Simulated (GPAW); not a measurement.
Something may be wrong with this GPAW 26.7.0 calculation of Ta.

run.py

```python
import json
import numpy as np
from ase import Atoms
from ase.dft.bandgap import bandgap
from ase.io import write
from gpaw import GPAW, PW
from gpaw.response.g0w0 import G0W0

atoms = Atoms(['Ta'],
              cell=[[-1.65128, 1.65128, 1.65128],
                    [1.65128, -1.65128, 1.65128],
                    [1.65128, 1.65128, -1.65128]],
              scaled_positions=[[0.0, 0.0, 0.0]],
              pbc=True)

calc = GPAW(mode=PW(450),
            xc='PBE',
            kpts={'size': (6, 6, 6), 'gamma': True},
            occupations={'name': 'fermi-dirac', 'width': 0.05},
            nbands=15,
            convergence={'density': 1e-06},
            maxiter=75,
            txt='gpaw.txt')
atoms.calc = calc
energy = atoms.get_potential_energy()
calc.write('gs.gpw')
write('result.traj', atoms)
print(f'Energy: {energy:.6f} eV')
print('Fermi level:', round(calc.get_fermi_level(), 4), 'eV')
print(f'Gap: {bandgap(calc)[0]:.4f} eV, direct: {bandgap(calc, direct=True)[0]:.4f} eV')

calc.diagonalize_full_hamiltonian(nbands=79)
calc.write('full.gpw', mode='all')

ibz = calc.get_ibz_k_points()
gamma = int(np.abs(ibz).sum(1).argmin())
kpts = [gamma]
gw = G0W0(calc='full.gpw',
          filename='gw',
          ecut=150,
          ecut_extrapolation=True,
          kpts=kpts,
          integrate_gamma='reciprocal',
          bands=(6, 8),
          nbands=75,
          frequencies={'type': 'nonlinear', 'domega0': 0.1, 'omega2': 10},
          eta=0.1)
gw.calculate()
results = {mode: {key: np.asarray(r[key]).tolist() for key in ['f', 'eps', 'vxc', 'exx', 'sigma', 'Z', 'qp', 'sigma_eskn']}
           for mode, r in gw.all_results.items()}
json.dump({'kpts': ibz[kpts].tolist(), 'results': results}, open('gw.json', 'w'))
for mode, r in results.items():
    f, qp = np.array(r['f']), np.array(r['qp'])
    print(mode, 'quasiparticle energies (eV):')
    print(qp.round(3))
```

Potentials or basis: GPAW PAW data sets (gpaw-data 1.2.1), pw.

Run with:

```bash
$ OMP_NUM_THREADS=1 python run.py
```

gpaw.txt:

```text
__  _  _
 | _ |_)|_||  |
 |__||  | ||/\| - 26.7.0

Input parameters:
  mode=PW(ecut=450.00000000000006),
  convergence={'density': 1e-06},
  kpts=MonkhorstPack(size=(6, 6, 6), gamma=True),
  maxiter=75,
  nbands=15,
[... 224 lines left out ...]
|          9 |        15.783 |     0.000 |
|         10 |        26.669 |     0.000 |
|         11 |        26.669 |     0.000 |
|         12 |        26.669 |     0.000 |
|        ... |               |           |
|         14 |        37.755 |     0.000 |

No gap
No difference between direct/indirect transitions
# Writing to gs.gpw (mode='')

Matrix size: 402x402
# Writing to full.gpw (mode='all')
```

On the terminal:

```text
Energy: -9.779447 eV
Fermi level: 11.7764 eV
Gap: 0.0000 eV, direct: 0.0000 eV
RuntimeError: nbands cannot be supplied with ecut-extrapolation.
```

Problem. How did it end, and where is the flaw?

Solution. The program refused the input. The input holds a flaw that was put in on purpose: band count typed beside cutoff extrapolation.
